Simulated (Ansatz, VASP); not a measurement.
Al4As: VASP beside Ansatz

```
CELL_PARAMETERS angstrom
3.94830 0.00000 0.00000
0.00000 3.94830 0.00000
0.00000 0.00000 6.56673
ATOMIC_POSITIONS crystal
Al 0.50000 0.00000 0.29638
Al 0.00000 0.50000 0.70362
Al 0.50000 0.00000 0.70362
Al 0.00000 0.50000 0.29638
As 0.00000 0.00000 0.00000
```

Change from the starting cell: ordered vacancies on the anion sites of antifluorite (P4/mmm, No. 123).

Alike in both runs: functional PBE; k mesh 4 × 4 × 4; occupations gaussian, width 0.1 eV; no spin polarisation.

Ansatz relaxed the structure, and its values are those at the end. VASP's run is a single point on that final structure, the one shown.

|  | VASP | Ansatz |
| --- | --- | --- |
| version | VASP 6.6.1 | Ansatz 0.2.0 |
| potentials or method | VASP PAW PBE potentials, release 64 (Al, As) | scalar-relativistic, plane waves, PAW |
| plane-wave cutoff (eV) | 520 | 420 |
| valence electrons in the cell | 17 | 27 |

```tsv
	VASP	Ansatz	Ansatz less VASP
gap on the k mesh at the Fermi level (eV)	none	none	-
pressure (GPa)	0.1	0.0	-0.03
rms of the force components (eV/Å)	0.009	0.006	-0.0032
```

A gap of «none» marks a metal or a gap that the smearing closes. With one functional, cell and mesh, what is left measures potentials, basis and numerics. The two sets of potentials don't hold the same shells in valence.

Caveats: the k mesh is coarse (spacing up to 0.40 Å⁻¹), so the values aren't converged.
